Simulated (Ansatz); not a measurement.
Starting cell, GeTe (alpha-GeTe type, space group R3m):

```yaml
crystal:
  lattice:
    - [4.18701, 2.41737, 7.37359]
    - [0.00000, 2.41737, 7.37359]
    - [2.09351, -1.20869, 7.37359]
  atoms:
    - { symbol: Ge, position: [0.88408, 0.23184, 0.23184] }
    - { symbol: Ge, position: [0.38408, 0.23184, 0.23184] }
    - { symbol: Te, position: [0.61592, 0.76816, 0.76816] }
    - { symbol: Te, position: [0.11592, 0.76816, 0.76816] }
```

A phonon eigenvector at T = (0.5, 0.5, 0.5) is frozen into this cell: atom i moves by Q times the vector below, so Q is the largest atomic displacement, in Å. The cell is held. (q is in reciprocal vectors of the primitive cell; the cell shown is doubled to hold the pattern.)

| atom | x | y | z |
|---|---|---|---|
| Ge1 | 0.000 | 0.000 | -0.801 |
| Ge2 | 0.000 | 0.000 | 0.801 |
| Te3 | 0.000 | 0.000 | -1.000 |
| Te4 | 0.000 | 0.000 | 1.000 |

Level of theory: r2SCAN (plane waves to 500 eV, PAW, scalar-relativistic; Ansatz, a first-principles code). k mesh 10×10×10 (Γ-centred), Fermi-Dirac smearing 0.05 eV. GeTe was relaxed with its symmetry unable to fall. Spin-orbit coupling is left out, though Te is heavy. 

```json
[
 {"Q (Å)": "-0.100", "−dE/dQ from forces (eV/Å)": "0.739"},
 {"Q (Å)": "-0.083", "−dE/dQ from forces (eV/Å)": "0.610"},
 {"Q (Å)": "-0.067", "−dE/dQ from forces (eV/Å)": "0.485"},
 {"Q (Å)": "-0.050", "−dE/dQ from forces (eV/Å)": "0.361"},
 {"Q (Å)": "-0.033", "−dE/dQ from forces (eV/Å)": "0.240"},
 {"Q (Å)": "-0.017", "−dE/dQ from forces (eV/Å)": "0.120"},
 {"Q (Å)": "0.000", "−dE/dQ from forces (eV/Å)": "0.000"},
 {"Q (Å)": "0.017", "−dE/dQ from forces (eV/Å)": "-0.120"},
 {"Q (Å)": "0.033", "−dE/dQ from forces (eV/Å)": "-0.240"},
 {"Q (Å)": "0.050", "−dE/dQ from forces (eV/Å)": "-0.361"},
 {"Q (Å)": "0.067", "−dE/dQ from forces (eV/Å)": "-0.485"},
 {"Q (Å)": "0.083", "−dE/dQ from forces (eV/Å)": "-0.610"},
 {"Q (Å)": "0.100", "−dE/dQ from forces (eV/Å)": "-0.739"}
]
```

Question: What harmonic wavenumber does the curvature at Q = 0 give?

Answer: 75 cm⁻¹. E″ = 7.17 eV/Å², M = Σ mᵢ|uᵢ|² = 348.4 u, ν̃ = 521.5·√(|E″|/M).

(For displaced atoms, the force is minus the slope of the energy, and its curvature is a force constant, which sets phonon frequencies.)
